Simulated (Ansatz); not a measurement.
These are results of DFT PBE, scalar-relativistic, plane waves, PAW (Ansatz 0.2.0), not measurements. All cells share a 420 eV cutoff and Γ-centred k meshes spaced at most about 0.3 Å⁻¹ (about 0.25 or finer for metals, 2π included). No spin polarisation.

These are static total energies at zero pressure.

Problem. Which of these relaxed structures of Zn₅Cd₂Te is the lowest in energy?
A.

```xyz
8
Lattice="4.3034 0.0000 0.0000 0.0000 4.3034 0.0000 0.0000 0.0000 8.5860" Properties=species:S:1:pos:R:3 pbc="T T T"
Zn    0.0000    2.1517    1.8648
Zn    2.1517    0.0000    6.7212
Zn    2.1517    0.0000    1.8648
Zn    0.0000    2.1517    6.7212
Zn    2.1517    2.1517    0.0000
Cd    0.0000    0.0000    0.0000
Cd    2.1517    2.1517    4.2930
Te    0.0000    0.0000    4.2930
```

B.

```xyz
8
Lattice="4.4871 0.0000 0.0000 -2.2436 3.8859 0.0000 0.0000 0.0000 10.4235" Properties=species:S:1:pos:R:3 pbc="T T T"
Zn    1.4946    2.5883    3.7107
Zn    3.7378    1.2975    3.7107
Zn    1.4983    0.0002    3.7107
Zn    0.0000    0.0000    8.0239
Zn    2.2436    1.2953    1.3243
Cd    2.2436    1.2953    6.2300
Cd    0.0000    2.5906    7.5113
Te    0.0000    0.0000    0.2800
```

Solution. B. The other, A, lies 120 meV/atom higher. Forms: B P3; A P4/mmm. Counting Cd or Zn atoms around Te (for each partner element, those within 1.25 times its shortest distance or 1.15 times the sum of covalent radii, where it is the nearest in units of that sum or under 1.3; a plus sign parts groups by distance over the sum of covalent radii): B has Te 4; A has Te 4+8. Both come from invented guesses. The lowest form computed isn't among them: it has space group P3 (No. 143), 22.0 Å³/atom and lies 21 meV/atom below the best shown.

Spin–orbit coupling, which can matter for Te, is left out. Cells relaxed within their symmetry can be saddle points. Some structure types and database cells were kept out of the candidates from the start, so a known form may be missing.
